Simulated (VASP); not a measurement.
Here is a VASP 6.6.1 calculation.

Contents of INCAR:

```
SYSTEM = PbSe
ALGO = Normal ; EDIFF = 1E-7
EDIFFG = -0.01 ; ENCUT = 600
IBRION = 2 ; ISIF = 2
ISMEAR = 0 ; LASPH = .True.
LCHARG = .False. ; LMIXTAU = .True.
LREAL = .False. ; LWAVE = .False.
METAGGA = R2SCAN ; NELM = 80
NSW = 40 ; PREC = Accurate
SIGMA = 0.03
```

The input KPOINTS:

```
k-points
0
Gamma
  8 8 8
  0 0 0
```

Contents of POSCAR:

```
PbSe                                    
1.0
    0.0000000000      3.0892634914      3.0892634914
    3.0892634914      0.0000000000      3.0892634914
    3.0892634914      3.0892634914      0.0000000000
  Pb              Se            
     1     1
Direct
     0.0000000000000000    0.0000000000000000    0.0000000000000000
     0.5000000000000000    0.5000000000000000    0.5000000000000000
```

Potentials or basis: VASP PAW PBE potentials, release 64 (Pb_d, Se).

Command:

```bash
$ cat potpaw_PBE.64/Pb_d/POTCAR potpaw_PBE.64/Se/POTCAR > POTCAR
$ mpirun -np 1 vasp_std > vasp.out
```

Task: Predict the band gap on the k mesh.

Result: 0.67 eV, direct.

Final structure:
```
Pb Se
1.0
     0.00000    3.08926    3.08926
     3.08926    0.00000    3.08926
     3.08926    3.08926    0.00000
Pb Se
1 1
Cartesian
  0.0000 0.0000 0.0000
  3.0893 3.0893 3.0893
```

Caveat: the relaxation stopped at its first step, so nothing moved; spin-orbit coupling is left out, which as a rule narrows the gap of such compounds by several tenths of an eV.

**The experiment to reproduce.**

A printed reference work, monograph reports, for a bulk crystal of PbSe at 4.2 K: band gap 0.15 eV (direct).

A measured gap of PbSe is 0.15 eV (direct; 4.2 K; a printed reference work, monograph); the calculated 0.67 eV misses it by +0.52 eV. 2 values of this kind are on record (0.15 to 0.28 eV); this one was drawn at random. Spin-orbit coupling on Pb, Se is left out. The value is that of r2SCAN on a finite k mesh, which can miss the band edges, without temperature or zero-point motion.
